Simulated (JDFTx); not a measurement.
Crystal: MnS.

```xyz
2
Lattice="0.0000 2.4735 2.4735 2.4735 0.0000 2.4735 2.4735 2.4735 0.0000" Properties=species:S:1:pos:R:3 pbc="T T T"
Mn    0.0000    0.0000    0.0000
S     3.7102    3.7102    3.7102
```

The cell is a database's computed one.

Below is the output of JDFTx 1.7.0 (patched build) for this cell. Logs are shortened: lines on timing, memory, paths and dates and some standing lists are left out, and cuts for length are marked.

```text
*************** JDFTx 1.7.0 (patched build) ***************

Input parsed successfully to the following command list (including defaults):
[... the input with its defaults ...]

---------- Setting up symmetries ----------

Found 48 point-group symmetries of the bravais lattice
Found 24 space-group symmetries with basis
Applied RMS atom displacement 0 bohrs to make symmetries exact.

---------- Initializing the Grid ----------
R =
[            0      4.67417      4.67417  ]
[      4.67417            0      4.67417  ]
[      4.67417      4.67417            0  ]
unit cell volume = 204.241
G =
[  -0.672118   0.672118   0.672118  ]
[   0.672118  -0.672118   0.672118  ]
[   0.672118   0.672118  -0.672118  ]
Minimum fftbox size, Smin = [  60  60  60  ]
Chosen fftbox size, S = [  60  60  60  ]

---------- Initializing tighter grid for wavefunction operations ----------
R =
[            0      4.67417      4.67417  ]
[      4.67417            0      4.67417  ]
[      4.67417      4.67417            0  ]
unit cell volume = 204.241
G =
[  -0.672118   0.672118   0.672118  ]
[   0.672118  -0.672118   0.672118  ]
[   0.672118   0.672118  -0.672118  ]
Minimum fftbox size, Smin = [  44  44  44  ]
Chosen fftbox size, S = [  48  48  48  ]

---------- Exchange Correlation functional ----------
Initalized Slater LDA exchange.
Initalized Perdew-Wang LDA correlation.

---------- Setting up pseudopotentials ----------
Width of ionic core gaussian charges (only for fluid interactions / plotting) set to 0

Reading pseudopotential file 'pseudo/Mn.upf':
  'Mn' pseudopotential, 'SLA  PW   NOGX NOGC' functional
  Generated using ONCVPSP code by D. R. Hamann
  15 valence electrons, 4 orbitals, 6 projectors, 1001 radial grid points, with lMax = 2
    3S    l: 0   occupation:  2.0   eigenvalue: -3.138661
[... 61 lines left out ...]
SCF: Cycle:  4   F: -114.295601334912206   dF: -1.917e-05   |Residual|: 2.605e-03   |deigs|: 7.928e-04
	FillingsUpdate:  mu: +0.420080080  nElectrons: 21.000000  magneticMoment: [ Abs: 0.23371  Tot: +0.21856 ]
SCF: Cycle:  5   F: -114.295605221549764   dF: -3.887e-06   |Residual|: 1.333e-03   |deigs|: 4.730e-04
	FillingsUpdate:  mu: +0.420141873  nElectrons: 21.000000  magneticMoment: [ Abs: 0.22445  Tot: +0.21031 ]
SCF: Cycle:  6   F: -114.295605825498825   dF: -6.039e-07   |Residual|: 7.265e-04   |deigs|: 4.002e-04
	FillingsUpdate:  mu: +0.420105503  nElectrons: 21.000000  magneticMoment: [ Abs: 0.21851  Tot: +0.20488 ]
SCF: Cycle:  7   F: -114.295606048037456   dF: -2.225e-07   |Residual|: 5.064e-04   |deigs|: 6.985e-04
	FillingsUpdate:  mu: +0.420082680  nElectrons: 21.000000  magneticMoment: [ Abs: 0.21299  Tot: +0.19997 ]
SCF: Cycle:  8   F: -114.295606228994004   dF: -1.810e-07   |Residual|: 2.631e-04   |deigs|: 3.380e-04
	FillingsUpdate:  mu: +0.420072418  nElectrons: 21.000000  magneticMoment: [ Abs: 0.20867  Tot: +0.19612 ]
SCF: Cycle:  9   F: -114.295606273258528   dF: -4.426e-08   |Residual|: 1.146e-04   |deigs|: 2.588e-04
	FillingsUpdate:  mu: +0.420054741  nElectrons: 21.000000  magneticMoment: [ Abs: 0.20636  Tot: +0.19396 ]
SCF: Cycle: 10   F: -114.295606291399110   dF: -1.814e-08   |Residual|: 3.094e-05   |deigs|: 1.957e-04
	FillingsUpdate:  mu: +0.420051587  nElectrons: 21.000000  magneticMoment: [ Abs: 0.20611  Tot: +0.19373 ]
SCF: Cycle: 11   F: -114.295606293792730   dF: -2.394e-09   |Residual|: 1.829e-05   |deigs|: 1.236e-04
	FillingsUpdate:  mu: +0.420052724  nElectrons: 21.000000  magneticMoment: [ Abs: 0.20605  Tot: +0.19369 ]
SCF: Cycle: 12   F: -114.295606295269437   dF: -1.477e-09   |Residual|: 7.029e-06   |deigs|: 2.416e-04
	FillingsUpdate:  mu: +0.420051997  nElectrons: 21.000000  magneticMoment: [ Abs: 0.20592  Tot: +0.19358 ]
SCF: Cycle: 13   F: -114.295606295519562   dF: -2.501e-10   |Residual|: 1.924e-06   |deigs|: 1.794e-04
	FillingsUpdate:  mu: +0.420051925  nElectrons: 21.000000  magneticMoment: [ Abs: 0.20592  Tot: +0.19357 ]
SCF: Cycle: 14   F: -114.295606295629497   dF: -1.099e-10   |Residual|: 2.077e-06   |deigs|: 1.370e-04
SCF: Converged (|Delta E|<1.000000e-09 for 2 iters).

Setting wave functions to eigenvectors of Hamiltonian
Converging empty states (this may take a while): |deigs|: 2.121e-04

# Stress tensor in Cartesian coordinates [Eh/a0^3]:
[  0.000240695            0            0  ]
[            0  0.000240695            0  ]
[            0            0  0.000240695  ]

# Ionic positions in cartesian coordinates:
ion Mn   0.000000000000000   0.000000000000000   0.000000000000000 1
ion S   7.011252662100000   7.011252662100000   7.011252662100000 1

# Forces in Cartesian coordinates:
force Mn   0.000000000000000   0.000000000000000  -0.000000000000000 1
force S  -0.000000000000000   0.000000000000000  -0.000000000000000 1

# Energy components:
   Eewald =      -71.7238527430503865
       EH =       36.3865902777731733
     Eloc =     -109.4017097738475996
      Enl =       -6.0257691736495387
      Exc =      -21.3269295427835353
 Exc_core =        5.5955160620652000
       KE =       52.2013211644892294
-------------------------------------
     Etot =     -114.2948337290034715
       TS =        0.0007725666260234
-------------------------------------
        F =     -114.2956062956294971

IonicMinimize: Iter:   0  F: -114.295606295629497  |grad|_K:  6.319e-35
IonicMinimize: Converged (|grad|_K<1.000000e-04).

#--- Lowdin population analysis ---
# oxidation-state Mn +0.351
# magnetic-moments Mn +0.196
# oxidation-state S -0.067
# magnetic-moments S -0.006

Dumping 'run.eigStats' ...
	eMin: -2.456401 at state 0 ( [ +0.000000 +0.000000 +0.000000 ] spin 1 )
	HOMO: +0.419710 at state 57 ( [ +0.000000 +0.333333 -0.333333 ] spin -1 )
	mu  : +0.420052
	LUMO: +0.420074 at state 55 ( [ +0.000000 +0.333333 +0.444444 ] spin -1 )
	eMax: +0.998018 at state 69 ( [ +0.222222 +0.444444 -0.333333 ] spin -1 )
	HOMO-LUMO gap: +0.000363
	Optical gap  : +0.004012 at state 55 ( [ +0.000000 +0.333333 +0.444444 ] spin -1 )
Done!
```

Question: Write the input and the command behind it.

Answer: Single point with LDA, collinear spin, ferromagnetic start. The files as run (others can give the same):

MnS.in
```
lattice \
    0.0000000000     4.6741684414     4.6741684414 \
    4.6741684414     0.0000000000     4.6741684414 \
    4.6741684414     4.6741684414     0.0000000000
coords-type Cartesian
ion Mn     0.0000000000     0.0000000000     0.0000000000 1
ion S      7.0112526621     7.0112526621     7.0112526621 1

ion-species pseudo/Mn.upf
ion-species pseudo/S.upf
elec-cutoff 48 384
elec-ex-corr lda-PW
kpoint-folding 9 9 9
elec-smearing Fermi 0.0018374661
elec-n-bands 19
spintype z-spin
initial-magnetic-moments Mn 4
elec-initial-magnetization 4 no
electronic-SCF nIterations 100 energyDiffThreshold 1e-09
electronic-minimize nIterations 30 energyDiffThreshold 1e-7
converge-empty-states yes
forces-output-coords Cartesian

dump-name run.$VAR
dump End Ecomponents EigStats BandEigs Kpoints Forces Stress ElecDensity Dtot
```

Potentials or basis: PseudoDojo-SR-LDA-0.4.1-standard with smoothed tails.
Launch:
```console
$ jdftx -c 1 -i MnS.in -o MnS.out
```

Caveat: semilocal functionals often make such compounds metallic where correlation or magnetic order opens a gap, which also shifts bond lengths.
